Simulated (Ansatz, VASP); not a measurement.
**One calculation of Sc, two programs**

The input INCAR:

```
SYSTEM = Sc
PREC = Accurate
ENCUT = 520
EDIFF = 1E-7
ISMEAR = -1
SIGMA = 0.05
LREAL = .FALSE.
LASPH = .TRUE.
NELM = 80
ALGO = Normal
ISIF = 2
LWAVE = .FALSE.
LCHARG = .TRUE.
GGA = PE
LELF = .TRUE.
LVHAR = .TRUE.
NBANDS = 18
```

The input KPOINTS:

```
regular mesh
0
G
  9 9 5
  0 0 0
```

The input POSCAR:

```
Sc
1.0
    3.3090000000      0.0000000000      0.0000000000
   -1.6545000000      2.8656780611      0.0000000000
    0.0000000000      0.0000000000      5.2733000000
Sc
2
Direct
    0.6691860000      0.3239330000      0.7463070000
    0.3351240000      0.6657790000      0.2468990000
```

The input input.yaml:

```yaml
crystal:
  lattice:
    - [3.309, 0.0, 0.0]
    - [-1.6545, 2.8656780611, 0.0]
    - [0.0, 0.0, 5.2733]
  atoms:
    - { symbol: Sc, position: [0.669186, 0.323933, 0.746307] }
    - { symbol: Sc, position: [0.335124, 0.665779, 0.246899] }
hamiltonian:
  xc: pbe
  pseudopotentials: { kind: paw }
kpoints:
  mp_grid: { grid: [9, 9, 5] }
scf:
  occupations: { method: fermi_dirac, width: 0.05 }
output:
  forces: true
  stress: true
  eigenvalues: true
```

Change from the starting cell: atoms moved at random, drawn with an rms of 0.05 Å.

Alike in both runs: task single point; functional PBE; k mesh 9 × 9 × 5; occupations fermi-dirac, width 0.05 eV; no spin polarisation.

|  | VASP | Ansatz |
| --- | --- | --- |
| version | VASP 6.6.1 | Ansatz 0.2.0 |
| potentials or method | VASP PAW PBE potentials, release 64 (Sc_sv) | Ansatz PAW |
| plane-wave cutoff (eV) | 520 | 420 |
| valence electrons in the cell | 22 | 22 |

Ansatz gave:

| Property | Result |
| --- | --- |
| gap on the k mesh at the Fermi level (eV) | none |
| pressure (GPa) | -0.7 |
| largest component of the traceless stress (GPa) | 1.00 |
| rms of the force components (eV/Å) | 0.022 |

Problem. Estimate VASP's values.

Solution. gap on the k mesh at the Fermi level (eV): none; pressure (GPa): -0.6; largest component of the traceless stress (GPa): 1.00; rms of the force components (eV/Å): 0.022.

Atom by atom the forces differ by 0.000 eV/Å (rms over components). A gap of «none» marks a metal or a gap that the smearing closes.
